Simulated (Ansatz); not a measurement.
InP: clamped-ion strain scan

Method: DFT PBE, scalar-relativistic, plane waves, PAW (Ansatz 0.2.0). Settings: plane waves to 420 eV, k-mesh 10×10×10 (Γ-centred), Gaussian smearing 0.05 eV. No spin polarisation. Energies are free energies at this smearing, counted from the undisturbed cell; pressure is positive in compression.

Zero of the scan (relaxed at this level):

```xyz
2
Lattice="0.0000 2.9800 2.9800 2.9800 0.0000 2.9800 2.9800 2.9800 0.0000" Properties=species:S:1:pos:R:3 pbc="T T T"
In    0.0000    0.0000    0.0000
P     4.4701    4.4701    4.4701
```

The cell is strained by ε times the Voigt pattern (0, 0, 1, 0, 0, 0) (xx, yy, zz, yz, xz, xy; engineering shear) with fractional coordinates fixed.

| ε | ΔE (meV/atom) |
| --- | --- |
| -0.0600 | 26.7 |
| -0.0450 | 14.9 |
| -0.0300 | 6.5 |
| -0.0150 | 1.6 |
| 0.0000 | 0.0 |
| 0.0150 | 1.6 |
| 0.0300 | 6.4 |
| 0.0450 | 14.2 |
| 0.0525 | 19.1 |
| 0.0600 | 24.8 |

Q: Predict the pressure (GPa) at each point.

A:
```tsv
ε	pressure (GPa)
-0.0600	4.1
-0.0450	3.0
-0.0300	1.9
-0.0150	0.9
0.0000	0.0
0.0150	-0.9
0.0300	-1.7
0.0450	-2.4
0.0525	-2.7
0.0600	-3.1
```